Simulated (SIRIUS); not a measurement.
## LiH under changes of volume

One of the cells (8.449 Å³/atom); the others are scaled copies at fixed shape and fractional positions:

```xyz
2
Lattice="0.0000 2.0368 2.0368 2.0368 0.0000 2.0368 2.0368 2.0368 0.0000" Properties=species:S:1:pos:R:3 pbc="T T T"
Li    0.0000    0.0000    0.0000
H     2.0368    2.0368    2.0368
```

- Program: SIRIUS 7.12.0
- Functional: PBEsol
- Potentials or basis: all-electron FP-LAPW
- Cutoff: 168 eV
- Basis: apw+lo standard
- k mesh: 11 × 11 × 11
- Occupations: fermi-dirac, width 0.05 eV
- Spin: no spin polarisation

| volume (Å³/atom) | energy over the lowest point (meV/atom) | gap on the mesh (eV) |
| --- | --- | --- |
| 7.942 | 0.00 | 2.95 |
| 8.111 | ? | ? |
| 8.280 | 2.30 | 2.98 |
| 8.449 | 4.33 | 2.99 |
| 8.618 | 7.07 | 3.00 |
| 8.787 | 10.50 | 3.01 |
| 8.956 | 14.36 | 3.02 |

Q: What does the run at 8.111 Å³/atom give?

A: Energy over the lowest point 0.88 meV/atom; gap on the mesh 2.96 eV.

Worked out: A Birch-Murnaghan fit of order 3 (a polynomial in V^(-2/3)) to the other rows has its minimum at 7.82 Å³/atom, just outside them, with B0 = V·E''(V) = 29 GPa (rough, since the energies scatter). It gives 0.81 meV/atom at 8.111 Å³/atom, against the run's 0.88. A straight line through the other rows of the gap, of slope 0.572 eV per unit of ln V (its deformation potential), gives 2.96 eV, against the run's 2.96.

Energies are extrapolated to zero smearing.

Caveats: an odd mesh through Γ misses points on the zone boundary, where band edges often lie.
